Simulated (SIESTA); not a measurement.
The system is GaN.

```
Ga N
1.0
     0.00000    2.25350    2.25350
     2.25350    0.00000    2.25350
     2.25350    2.25350    0.00000
Ga N
1 1
Direct
  0.00000 0.00000 0.00000
  0.25000 0.25000 0.25000
```

The cell is a database's computed one.

```yaml
Program: SIESTA 5.4.2
Task: single point
Functional: PBE
Potentials_or_basis: PseudoDojo 0.4 standard (PBE files)
Basis: DZP (energy shift 0.002 Ry; radii capped at 9.5 bohr)
Grid_cutoff: 800 Ry
Energy_shift: 0.002 Ry
k_mesh: 10 × 10 × 10
Occupations: fermi-dirac, width 0.05 eV
Spin: no spin polarisation
```

On this cell: pressure 9.0 GPa; largest force zero by symmetry; band gap on the k mesh 1.72 eV, direct.

The same run follows on a disturbed copy (atoms moved at random, drawn with an rms of 0.05 Å):

```
Ga N
1.0
     0.00000    2.25350    2.25350
     2.25350    0.00000    2.25350
     2.25350    2.25350    0.00000
Ga N
1 1
Direct
  0.00643 0.99831 0.99469
  0.24250 0.24820 0.25662
```

**Question.** What does the disturbed cell give?

**Answer.** The energy moves by +5.6 meV/atom; pressure 9.2 GPa; largest force 0.535 eV/Å; band gap on the k mesh 1.64 eV, direct.

Forces in eV/Å, atoms in the order of the input:
```
Ga   0.343 -0.011 -0.410
N   -0.343  0.011  0.410
```

Stress tensor (GPa, compression positive):
```
 9.16  2.20  0.10
 2.20  9.27 -1.83
 0.10 -1.83  9.11
```

Caveats: semicore shells carry a single zeta, which can move pressures by several GPa and volumes by a few percent; the basis of atomic orbitals isn't converged, which shifts pressures, moduli and gaps.

